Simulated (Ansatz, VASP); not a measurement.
## Al: VASP beside Ansatz

```
CELL_PARAMETERS angstrom
2.81246 0.00000 0.00000
-1.40623 2.43566 0.00000
0.00000 0.00000 4.86685
ATOMIC_POSITIONS crystal
Al 0.33333 0.66667 0.25000
Al 0.66667 0.33333 0.75000
```

Alike in both runs: functional LDA; k mesh 11 × 11 × 6; occupations fermi-dirac, width 0.05 eV; no spin polarisation.

|  | VASP | Ansatz |
| --- | --- | --- |
| version | VASP 6.6.1 | Ansatz 0.2.0 |
| potentials or method | VASP PAW LDA potentials, release 64 (Al), cutoff 520 eV | all-electron LAPW, scalar-relativistic |
| task | single point | band structure |

```csv
,VASP,Ansatz,Ansatz less VASP
gap on the k mesh at the Fermi level (eV),none,none,-
pressure (GPa),-3.0,-3.0,-0.03
largest component of the traceless stress (GPa),2.65,2.63,-0.022
```

A gap of «none» marks a metal or a gap that the smearing closes. Ansatz ran all-electron here, so the differences hold the error of VASP's frozen core and of both bases.
